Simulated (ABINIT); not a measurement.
# Sb in ABINIT: a series of runs

The runs below take Sb through work function, projected density of states, with PBE, revPBE.

Everything below comes from runs of ABINIT 10.8.3 (patched build). Logs are shortened: lines on timing, memory, paths and dates and some standing lists are left out, and cuts for length are marked. The log counts tension as positive stress, the text compression.

## (1) The sheet as given

The cell holds a sheet with vacuum, 2 atoms: a = 3.231 Å, b = 3.110 Å, c = 31.360 Å, α = 90.00°, β = 90.00°, γ = 90.00°.

The cell was built by a generator and needn't be a form met in nature.

## (2) Work function, PBE

Input file run.abi:

```
# Pseudopotentials
pp_dirpath "./"
pseudos "Sb.GGA_PBE-JTH.xml"

# Structure
acell 3*1.0
rprim
     6.1048736292     0.0000000000     0.0000000000
     0.0000000000     5.8766703024     0.0000000000
     0.0000000000     0.0000000000    59.2618113061
ntypat 1
znucl 51
natom 2
typat 1 1
xred
     0.0000000000     0.0000000000     0.2462038600
     0.5000000000     0.0000000000     0.3277761400
chkprim 0
chksymtnons 0
tolsym 1.0e-6

# Plane-wave basis
ecut 16.0
pawecutdg 32.0
pawxcdev 0

# k points
kptopt 1
ngkpt 8 9 1
nshiftk 1
shiftk 0.0 0.0 0.0

# Exchange and correlation
ixc 11

# Bands and occupations
nband 19
occopt 3
tsmear 0.05 eV

# SCF cycle
nstep 120
tolvrs 1.0e-9

# Output
iomode 3
prtwf 0
prteig 0
prtebands 0
enunit 2
prtden 1
prtvha 1
prtvclmb 1
prtpot 1
```

Potentials or basis: JTH PAW PBE v2.0.

Started as:

```bash
mpirun --bind-to none -np 4 abinit run.abi > log 2>&1
```

run.abo:

```text
.Version 10.8.3 of ABINIT
 Symmetries : space group Pm m a (# 51); Bravais oP (primitive ortho.)
================================================================================
 Values of the parameters that define the memory need of the present run
     intxc =       0    ionmov =       0      iscf =      17    lmnmax =      18
     lnmax =       6     mgfft =     216  mpssoang =       3    mqgrid =   15091
     natom =       2  nloc_mem =       2    nspden =       1   nspinor =       1
    nsppol =       1      nsym =       8    n1xccc =       1    ntypat =       1
    occopt =       3   xclevel =       2
       mpw =        6557          nfft =      124416          nkpt =          25
Pmy_natom=         1
 PAW method is used; the additional fine FFT grid is defined by:
   mgfftf=       320    nfftf =    307200
================================================================================
================================================================================

--------------------------------------------------------------------------------
------------- Echo of variables that govern the present computation ------------
--------------------------------------------------------------------------------
 -outvars: echo values of preprocessed input variables --------
            acell      1.0000000000E+00  1.0000000000E+00  1.0000000000E+00 Bohr
              amu      1.21753000E+02
          chkprim           0
      chksymtnons           0
             ecut      1.60000000E+01 Hartree
           enunit           2
              ixc          11
         kptrlatt        8    0    0      0    9    0      0    0    1
          kptrlen      4.88389890E+01
            natom           2
            nband          19
            ngfft          24      24     216
          ngfftdg          32      30     320
             nkpt          25
            nstep         120
             nsym           8
           ntypat           1
           occopt           3
        pawecutdg      3.20000000E+01 Hartree
         pawxcdev           0
        prtebands           0
           prteig           0
           prtpot           1
         prtvclmb           1
           prtvha           1
            prtwf           0
            rprim      6.1048736292E+00  0.0000000000E+00  0.0000000000E+00
                       0.0000000000E+00  5.8766703024E+00  0.0000000000E+00
                       0.0000000000E+00  0.0000000000E+00  5.9261811306E+01
          spgroup          51
           tolsym      1.00000000E-06
           tolvrs      1.00000000E-09
           tsmear      1.83746611E-03 Hartree
            typat      1  1
           useylm           1
           xangst      0.0000000000E+00  0.0000000000E+00  7.7209530493E+00
                       1.6152799989E+00  0.0000000000E+00  1.0279059750E+01
            xcart      0.0000000000E+00  0.0000000000E+00  1.4590486694E+01
                       3.0524368146E+00  0.0000000000E+00  1.9424607759E+01
             xred      0.0000000000E+00  0.0000000000E+00  2.4620386000E-01
                       5.0000000000E-01  0.0000000000E+00  3.2777614000E-01
[... 178 lines left out ...]
    2     -0.00000000000000     0.00000000000000     0.00287722354391
 frms,max,avg= 1.6611658E-03 2.8772235E-03   0.000E+00  0.000E+00  0.000E+00 e/A
 length scales=  1.000000000000  1.000000000000  1.000000000000 bohr
              =  0.529177210544  0.529177210544  0.529177210544 angstroms
 Fermi (or HOMO) energy (hartree) =  -0.06776   Average Vxc (hartree)=  -0.08066
 Eigenvalues (hartree) for nkpt=  25  k points:
 kpt#   1, nband= 19, wtk=  0.01389, kpt=  0.0000  0.0000  0.0000 (reduced coord)
  -1.14358   -1.14352   -1.14160   -1.14107   -1.14006   -1.13888   -1.13826   -1.13779
  -1.13737   -1.13729   -0.52632   -0.43393   -0.21358   -0.04844    0.00318    0.04907
   0.05538    0.07177    0.07455
      occupation numbers for kpt#   1
   2.00000    2.00000    2.00000    2.00000    2.00000    2.00000    2.00000    2.00000
   2.00000    2.00000    2.00000    2.00000    2.00000    0.00005    0.00000    0.00000
   0.00000    0.00000    0.00000
 prteigrs : prtvol=0 or 1, do not print more k-points.

 Fermi (or HOMO) energy (eV) =  -1.84394   Average Vxc (eV)=  -2.19500
 Eigenvalues (   eV  ) for nkpt=  25  k points:
 kpt#   1, nband= 19, wtk=  0.01389, kpt=  0.0000  0.0000  0.0000 (reduced coord)
 -31.11833  -31.11685  -31.06446  -31.05014  -31.02254  -30.99037  -30.97359  -30.96080
 -30.94949  -30.94711  -14.32185  -11.80785   -5.81184   -1.31818    0.08664    1.33517
   1.50710    1.95289    2.02853
 prteigrs : prtvol=0 or 1, do not print more k-points.

--- !EnergyTerms
iteration_state     : {dtset: 1, }
comment             : Components of total free energy in Hartree
kinetic             :  8.21186135877440E+00
hartree             :  5.99977385128878E+02
xc                  : -4.69171476905595E+00
Ewald energy        :  4.56793614650847E+02
psp_core            :  7.22007674167843E-01
local_psp           : -1.25795216103277E+03
PAW spherical_terms :  3.17293973584856E+01
internal            : -1.65209609630675E+02
'-kT*entropy'       : -4.08115153267831E-04
total_energy        : -1.65210017745828E+02
total_energy_eV     : -4.49559360458711E+03
...

--- !EnergyTermsDC
iteration_state     : {dtset: 1, }
comment             : '"Double-counting" decomposition of free energy'
band_energy         : -2.53796599229977E+01
Ewald energy        :  4.56793614650847E+02
psp_core            :  7.22007674167843E-01
xc_dc               : -5.99345576204660E+02
PAW spherical_terms :  2.00002003652424E+00
internal            : -1.65209593766119E+02
'-kT*entropy'       : -4.08115153267831E-04
total_energy_dc     : -1.65210001881272E+02
total_energy_dc_eV  : -4.49559317289055E+03
...

--- !EnergyTermsWithPAWCore
iteration_state     : {dtset: 1, }
comment             : 'Components of total free energy, including PAW core contributions'
Total energy        : -1.29631835749189E+04
Total energy DC     : -1.29631835590544E+04
Total energy (eV)   : -3.52746195234676E+05
Total energy DC (eV): -3.52746194802979E+05
...

 Cartesian components of stress tensor (hartree/bohr^3)
  sigma(1 1)= -2.01873659E-05  sigma(3 2)=  0.00000000E+00
  sigma(2 2)= -3.66266458E-06  sigma(3 1)=  0.00000000E+00
  sigma(3 3)=  1.63733349E-07  sigma(2 1)=  0.00000000E+00

-Cartesian components of stress tensor (GPa)         [Pressure=  2.3229E-01 GPa]
- sigma(1 1)= -5.93932810E-01  sigma(3 2)=  0.00000000E+00
- sigma(2 2)= -1.07759312E-01  sigma(3 1)=  0.00000000E+00
- sigma(3 3)=  4.81720143E-03  sigma(2 1)=  0.00000000E+00

== END DATASET(S) ==============================================================
================================================================================

 -outvars: echo values of variables after computation  --------
            acell      1.0000000000E+00  1.0000000000E+00  1.0000000000E+00 Bohr
           etotal     -1.6521000188E+02
            fcart     -0.0000000000E+00 -1.2886659112E-29 -5.5953089465E-05
                      -0.0000000000E+00  1.2886659112E-29  5.5953089465E-05
            rprim      6.1048736292E+00  0.0000000000E+00  0.0000000000E+00
                       0.0000000000E+00  5.8766703024E+00  0.0000000000E+00
                       0.0000000000E+00  0.0000000000E+00  5.9261811306E+01
           strten     -2.0187365893E-05 -3.6626645800E-06  1.6373334859E-07
                       0.0000000000E+00  0.0000000000E+00  0.0000000000E+00
           xangst      0.0000000000E+00  0.0000000000E+00  7.7209530493E+00
                       1.6152799989E+00  0.0000000000E+00  1.0279059750E+01
             xred      0.0000000000E+00  0.0000000000E+00  2.4620386000E-01
                       5.0000000000E-01  0.0000000000E+00  3.2777614000E-01
 Calculation completed.
```

Wall time 1.8 min (4 MPI ranks of Arm Neoverse V2, shared host); peak memory 0.76 GiB.

What came out:

```yaml
Free_energy: -4495.5932 eV
Band_gap_on_the_k_mesh: none (metal or under the smearing width)
Valence_electrons_inside_the_program's_atomic_spheres: Sb 12.40 (radii [1.2705] Å)
Work_function: 3.89 eV
```

Forces on the atoms (eV/Å):
```
Sb   0.000  0.000 -0.003
Sb   0.000  0.000  0.003
```

Stress tensor (GPa, compression positive):
```
0.59 0.00 0.00
0.00 0.11 0.00
0.00 0.00 0.00
```

Levels at points of the mesh, in eV from the Fermi level:
```
           k point  band 12  band 13  band 14  band 15  band 16  band 17  band 18  band 19
(0.00, 0.00, 0.00)    -9.96    -3.97     0.53     1.93     3.18     3.35     3.80     3.87
(0.50, 0.00, 0.00)    -9.37    -4.73    -4.73    -0.20    -0.20     5.30     5.30     5.77
```

## (3) Projected density of states, revPBE

Input file run.abi:

```
# Datasets: ground state, then fixed potential
ndtset 2

# Pseudopotentials
pp_dirpath "./"
pseudos "Sb.GGA_PBE-JTH.xml"

# Structure
acell 3*1.0 Angstrom
rprim
     3.2305600000     0.0000000000     0.0000000000
     0.0000000000     3.1098000000     0.0000000000
     0.0000000000     0.0000000000    31.3600000000
ntypat 1
znucl 51
natom 2
typat 1 1
xcart
     0.0000000000     0.0000000000    14.6009250603
     3.0524368146     0.0000000000    19.4141693715
chkprim 0
chksymtnons 0
tolsym 1.0e-6

# Plane-wave basis
ecut 16.0
pawecutdg 32.0
pawxcdev 0

# Exchange and correlation
ixc 14

# Bands and occupations
occopt 3
tsmear 0.05 eV

# SCF cycle
nstep 120

# Output
iomode 3
prtwf 0
prteig 0
prtebands 0
enunit 2
prtden1 1

# Dataset 1
kptopt1 1
ngkpt1 8 9 1
nshiftk1 1
shiftk1 0.0 0.0 0.0
nband1 19
tolvrs1 1.0e-9

# Dataset 2: density of states
iscf2 -3
getden2 1
nband2 23
nbdbuf2 4
tolwfr2 1.0e-10
kptopt2 1
ngkpt2 11 13 1
nshiftk2 1
shiftk2 0.0 0.0 0.0
prtdos2 3
dosdeltae2 0.02 eV
natsph 2
iatsph 1 2
```

Potentials or basis: JTH PAW PBE v2.0.

Started as:

```bash
mpirun --bind-to none -np 4 abinit run.abi > log 2>&1
```

Wall time 2.8 min (4 MPI ranks of Arm Neoverse V2, shared host); peak memory 1.3 GiB.

Results (log left out):

- Free energy: -4493.2285 eV
- Largest force: 0.126 eV/Å
- Band gap on the k mesh: none (metal or under the smearing width)
- Valence electrons inside the program's atomic spheres: Sb 12.40 (radii [1.2705] Å)

Forces in eV/Å, atoms in the order of the input:
```
Sb   0.000  0.000 -0.126
Sb   0.000  0.000  0.126
```

Stress tensor (GPa, compression positive):
```
0.83 0.00 0.00
0.00 0.29 0.00
0.00 0.00 0.15
```

Levels at points of the mesh, in eV from the Fermi level:
```tsv
k point	band 13	band 14	band 15	band 16	band 17	band 18
(0.00, 0.00, 0.00)	-3.99	0.57	1.89	3.15	3.23	3.63
(0.50, 0.00, 0.00)	-4.75	-4.75	-0.21	-0.21	5.33	5.33
```

States per cell in windows of 0.5 eV (zero at the Fermi level; states under -8 eV left out):
```
from (eV)  total  Sb1 p  Sb2 p  Sb2 s  Sb1 s  Sb2 d  Sb1 d
     -8.0   0.37   0.01   0.01   0.11   0.11   0.00   0.00
     -7.5   0.24   0.00   0.00   0.08   0.08   0.00   0.00
     -7.0   0.16   0.00   0.00   0.06   0.06   0.00   0.00
     -6.5   0.04   0.00   0.00   0.02   0.02   0.00   0.00
     -6.0   0.00   0.00   0.00   0.00   0.00   0.00   0.00
     -5.5   0.11   0.02   0.02   0.00   0.00   0.00   0.00
     -5.0   0.29   0.05   0.05   0.00   0.00   0.00   0.00
     -4.5   0.34   0.06   0.06   0.01   0.01   0.00   0.00
     -4.0   0.71   0.13   0.13   0.01   0.01   0.00   0.00
     -3.5   0.97   0.18   0.18   0.02   0.02   0.01   0.01
     -3.0   0.73   0.14   0.14   0.01   0.01   0.00   0.00
     -2.5   0.53   0.10   0.10   0.01   0.01   0.00   0.00
     -2.0   0.66   0.12   0.12   0.02   0.02   0.00   0.00
     -1.5   0.55   0.10   0.10   0.02   0.02   0.00   0.00
     -1.0   0.58   0.10   0.10   0.01   0.01   0.01   0.01
     -0.5   0.44   0.08   0.08   0.01   0.01   0.01   0.01
      0.0   0.59   0.11   0.11   0.02   0.02   0.01   0.01
      0.5   0.67   0.13   0.13   0.01   0.01   0.01   0.01
      1.0   0.96   0.18   0.18   0.02   0.02   0.01   0.01
      1.5   0.59   0.11   0.11   0.01   0.01   0.01   0.01
      2.0   0.80   0.16   0.16   0.01   0.01   0.01   0.01
      2.5   0.62   0.13   0.13   0.01   0.01   0.01   0.01
      3.0   0.75   0.13   0.13   0.01   0.01   0.01   0.01
      3.5   1.01   0.08   0.08   0.01   0.01   0.02   0.02
      4.0   1.72   0.10   0.10   0.01   0.01   0.03   0.03
      4.5   1.69   0.09   0.09   0.00   0.00   0.02   0.02
      5.0   1.64   0.08   0.08   0.01   0.01   0.02   0.02
      5.5   1.35   0.04   0.04   0.00   0.00   0.01   0.01
      6.0   1.69   0.04   0.04   0.00   0.00   0.03   0.03
      6.5   1.08   0.01   0.01   0.00   0.00   0.02   0.02
      7.0   0.61   0.01   0.01   0.00   0.00   0.01   0.01
      7.5   0.21   0.00   0.00   0.00   0.00   0.00   0.00
```

Caveat: the PAW data sets were made with another functional, which shifts forces and pressure a little. Spin-orbit coupling is left out, which matters for the levels of Sb.
